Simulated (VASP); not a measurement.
# ZnS (P6_3mc) in VASP: further runs, part 2 of 2

VASP 6.6.1. The steps go on from the part before.

### Step 4. Single point, revPBE+D3(BJ)

This run uses another cell than the first one, of 19.16 Å³/atom.

File INCAR:

```
ALGO = Normal
EDIFF = 1E-7
ENCUT = 520
GGA = RE
ISIF = 2
ISMEAR = -1
IVDW = 12
LASPH = T
LCHARG = T
LELF = T
LREAL = F
LVHAR = T
LWAVE = F
NBANDS = 66
NELM = 100
PREC = Accurate
SIGMA = 0.05
```

File KPOINTS:

```
k-points
0
Gamma
  8 8 2
```

File POSCAR:

```
ZnS
1.0
    3.7807945914      0.0000000000      0.0000000000
   -1.8903972957      3.2742641626      0.0000000000
    0.0000000000      0.0000000000     18.5680672281
Zn S
6 6
Direct
    0.3333333333      0.6666666667      0.8332802452
    0.6666666667      0.3333333333      0.3332802452
    0.6666666667      0.3333333333      0.6669170619
    0.3333333333      0.6666666667      0.1669170619
    0.0000000000      0.0000000000      0.5000635525
    0.0000000000      0.0000000000      0.0000635525
    0.3333333333      0.6666666667      0.9580352139
    0.6666666667      0.3333333333      0.4580352139
    0.6666666667      0.3333333333      0.7916279866
    0.3333333333      0.6666666667      0.2916279866
    0.0000000000      0.0000000000      0.6250759399
    0.0000000000      0.0000000000      0.1250759399
```

Started as:

```bash
> cat potpaw_PBE.64/Zn/POTCAR potpaw_PBE.64/S/POTCAR > POTCAR
> mpirun -np 1 vasp_std > vasp.out
```

Wall time 14 min (1 thread of Intel Xeon Platinum 8375C at 2.90GHz (Ice Lake), shared host); peak memory 0.46 GiB.

It converged, with:

- Free energy: -44.8449 eV
- Pressure: 0.2 GPa
- Largest force: 0.005 eV/Å
- Band gap on the k mesh: 2.39 eV
- Dispersion energy per atom: -0.624 eV

Forces in eV/Å, atoms in the order of the input:
```
Zn   0.000  0.000  0.000
Zn   0.000  0.000  0.000
Zn   0.000  0.000  0.005
Zn   0.000  0.000  0.005
Zn   0.000  0.000  0.001
Zn   0.000  0.000  0.001
S    0.000  0.000 -0.002
S    0.000  0.000 -0.002
S    0.000  0.000 -0.002
S    0.000  0.000 -0.002
S    0.000  0.000 -0.001
S    0.000  0.000 -0.001
```

Levels at points of the mesh, in eV from the valence-band top:
| k point | band 50 | band 51 | band 52 | band 53 | band 54 | band 55 | band 56 | band 57 | band 58 | band 59 |
| --- | --- | --- | --- | --- | --- | --- | --- | --- | --- | --- |
| (0.00, 0.00, 0.00) | -0.25 | -0.25 | -0.03 | 0.00 | 0.00 | 2.39 | 3.37 | 3.44 | 3.49 | 3.57 |
| (0.50, 0.00, 0.00) | -1.55 | -1.31 | -1.30 | -1.14 | -0.91 | 3.54 | 3.65 | 3.68 | 3.97 | 4.11 |
| (0.00, 0.00, 0.50) | -0.49 | -0.07 | -0.07 | -0.07 | -0.07 | 2.85 | 2.85 | 3.42 | 3.42 | 3.70 |
| (0.50, 0.00, 0.50) | -1.67 | -1.27 | -1.27 | -1.02 | -1.02 | 3.45 | 3.45 | 3.93 | 3.93 | 4.23 |

Caveat: the PAW data sets were made with another functional, which shifts forces and pressure a little.

### Step 5. Single point, PBEsol

This run uses another cell than the first one, of 19.60 Å³/atom.

File INCAR:

```
SYSTEM = ZnS
  PREC = Accurate
  ENCUT = 520
  EDIFF = 1E-6
  ISMEAR = -1
  SIGMA = 0.05
  LREAL = .FALSE.
  LASPH = .TRUE.
  NELM = 100
  ALGO = Normal
  ISIF = 2
  LWAVE = .FALSE.
  LCHARG = .TRUE.
  GGA = PS
  LELF = .TRUE.
  LVHAR = .TRUE.
  NBANDS = 66
```

File KPOINTS:

```
Automatic mesh
0
G
  8 8 2
  0 0 0
```

File POSCAR:

```
ZnS
1.0
    3.8120000000      0.0000000000      0.0000000000
   -1.9060000000      3.3012888392      0.0000000000
    0.0000000000      0.0000000000     18.6899900000
Zn S
6 6
Direct
    0.3333333333      0.6666666667      0.8333300000
    0.6666666667      0.3333333333      0.3333300000
    0.6666666667      0.3333333333      0.6666700000
    0.3333333333      0.6666666667      0.1666700000
    0.0000000000      0.0000000000      0.5000000000
    0.0000000000      0.0000000000      0.0000000000
    0.3333333333      0.6666666667      0.9583300000
    0.6666666667      0.3333333333      0.4583300000
    0.6666666667      0.3333333333      0.7916700000
    0.3333333333      0.6666666667      0.2916700000
    0.0000000000      0.0000000000      0.6250000000
    0.0000000000      0.0000000000      0.1250000000
```

Started as:

```bash
> cat potpaw_PBE.64/Zn/POTCAR potpaw_PBE.64/S/POTCAR > POTCAR
> mpirun -np 1 vasp_std > vasp.out
```

Wall time 9.2 min (1 thread of Intel Xeon 8259CL, shared host); peak memory 0.45 GiB.

It converged, with:

- Free energy: -45.5080 eV
- Pressure: -1.3 GPa
- Largest force: 0.028 eV/Å
- Band gap on the k mesh: 2.03 eV

Forces in eV/Å, atoms in the order of the input:
```
Zn   0.000  0.000  0.000
Zn   0.000  0.000  0.000
Zn   0.000  0.000  0.013
Zn   0.000  0.000  0.013
Zn   0.000  0.000 -0.005
Zn   0.000  0.000 -0.005
S    0.000  0.000 -0.028
S    0.000  0.000 -0.028
S    0.000  0.000 -0.007
S    0.000  0.000 -0.007
S    0.000  0.000  0.025
S    0.000  0.000  0.025
```

Levels at points of the mesh, in eV from the valence-band top:
```csv
k point,band 51,band 52,band 53,band 54,band 55,band 56,band 57,band 58
"(0.00, 0.00, 0.00)",-0.24,-0.02,0.00,0.00,2.03,3.10,3.15,3.22
"(0.50, 0.00, 0.00)",-1.29,-1.28,-1.11,-0.89,3.31,3.43,3.46,3.74
"(0.00, 0.00, 0.50)",-0.07,-0.07,-0.07,-0.07,2.53,2.53,3.16,3.16
"(0.50, 0.00, 0.50)",-1.24,-1.24,-1.00,-1.00,3.23,3.23,3.73,3.73
```

Caveat: the PAW data sets were made with another functional, which shifts forces and pressure a little. A hybrid or GW would open this gap; PBEsol tends to underestimate it.

### Step 6. Single point, LDA

This run uses another cell than the first one, of 19.60 Å³/atom.

File INCAR:

```
SYSTEM = ZnS
ALGO     = Normal         ! electronic algorithm
EDIFF    = 1E-7           ! SCF threshold, eV
ENCUT    = 520            ! plane-wave cutoff, eV
GGA      = CA             ! functional
ISIF     = 2              ! what is computed and relaxed
ISMEAR   = -1             ! smearing method
LASPH    = .True.         ! aspherical terms in the spheres
LCHARG   = .True.         ! write CHGCAR
LELF     = .True.         ! ELF
LREAL    = .False.        ! projectors in reciprocal space
LVHAR    = .True.       
LWAVE    = .False.        ! write WAVECAR
NBANDS   = 66             ! bands
NELM     = 100            ! most SCF steps
PREC     = Accurate       ! precision mode
SIGMA    = 0.05           ! smearing width, eV
```

File KPOINTS:

```
k-points
0
Gamma
  8 8 2
  0 0 0
```

POSCAR is that of step 5.

Potentials or basis: VASP PAW LDA potentials, release 64 (Zn, S).

Started as:

```bash
> cat potpaw_LDA.64/Zn/POTCAR potpaw_LDA.64/S/POTCAR > POTCAR
> mpirun -np 1 vasp_std > vasp.out
```

Wall time 12 min (1 thread of Intel Xeon 8259CL, shared host); peak memory 0.36 GiB.

Results (log left out):

| Property | Result |
| --- | --- |
| Free energy | -49.0901 eV |
| Pressure | -3.9 GPa |
| Largest force | 0.028 eV/Å |
| Band gap on the k mesh | 1.94 eV |

Forces on the atoms (eV/Å):
```
Zn   0.000  0.000  0.001
Zn   0.000  0.000  0.001
Zn   0.000  0.000  0.014
Zn   0.000  0.000  0.014
Zn   0.000  0.000 -0.007
Zn   0.000  0.000 -0.007
S    0.000  0.000 -0.028
S    0.000  0.000 -0.028
S    0.000  0.000 -0.007
S    0.000  0.000 -0.007
S    0.000  0.000  0.028
S    0.000  0.000  0.028
```

Levels at points of the mesh, in eV from the valence-band top:
| k point | band 50 | band 51 | band 52 | band 53 | band 54 | band 55 | band 56 | band 57 | band 58 | band 59 |
| --- | --- | --- | --- | --- | --- | --- | --- | --- | --- | --- |
| (0.00, 0.00, 0.00) | -0.25 | -0.25 | -0.02 | 0.00 | 0.00 | 1.94 | 3.02 | 3.07 | 3.14 | 3.18 |
| (0.50, 0.00, 0.00) | -1.53 | -1.29 | -1.28 | -1.12 | -0.89 | 3.24 | 3.36 | 3.40 | 3.68 | 3.85 |
| (0.00, 0.00, 0.50) | -0.48 | -0.07 | -0.07 | -0.07 | -0.07 | 2.45 | 2.45 | 3.08 | 3.08 | 3.34 |
| (0.50, 0.00, 0.50) | -1.64 | -1.24 | -1.24 | -1.00 | -1.00 | 3.16 | 3.16 | 3.66 | 3.66 | 3.95 |

Caveat: the cell stands under tension. Expect the measured gap to be larger: semilocal functionals such as LDA lack the derivative discontinuity.

### Step 7. Overview

```tsv
level	potentials or basis	cell	gap on the mesh (eV)	pressure (GPa)	largest force (eV/Å)
PBE exchange alone	VASP PAW PBE potentials, release 64 (Zn, S)	a = 3.887, b = 3.887, c = 19.057 Å, angles 90.0, 90.0, 120.0°, 12 atoms	1.93	7.2	0.04
r2SCAN+rVV10	VASP PAW PBE potentials, release 64 (Zn, S)	a = 3.887, b = 3.887, c = 19.057 Å, angles 90.0, 90.0, 120.0°, 12 atoms	2.41	-4.9	0.03
revPBE+D3(BJ)	VASP PAW PBE potentials, release 64 (Zn, S)	a = 3.781, b = 3.781, c = 18.568 Å, angles 90.0, 90.0, 120.0°, 12 atoms	2.39	0.2	-
PBEsol	VASP PAW PBE potentials, release 64 (Zn, S)	a = 3.812, b = 3.812, c = 18.690 Å, angles 90.0, 90.0, 120.0°, 12 atoms	2.03	-1.3	0.03
LDA	VASP PAW LDA potentials, release 64 (Zn, S)	a = 3.812, b = 3.812, c = 18.690 Å, angles 90.0, 90.0, 120.0°, 12 atoms	1.94	-3.9	0.03
```

Alike in all rows: task single point; no spin polarisation; k mesh 8 × 8 × 2; cutoff (eV) 520; smearing fermi-dirac 0.05 eV.

Caveats: the PAW data sets were made with another functional, which shifts forces and pressure a little (at least some runs); the cell stands under tension (at least some runs); the cell stands under pressure (at least some runs).

Total energies depend on the potentials used, so only differences within one code and one set of settings carry meaning.

### Step 8. Against experiment

Step 4. A measured gap of ZnS is 3.911 eV (direct; 4 K; a printed reference work, monograph); the calculated 2.39 eV misses it by -1.52 eV. The value is that of revPBE+D3(BJ) on a finite k mesh, which can miss the band edges, without temperature or zero-point motion. Semilocal functionals fall short of measured gaps as a rule.
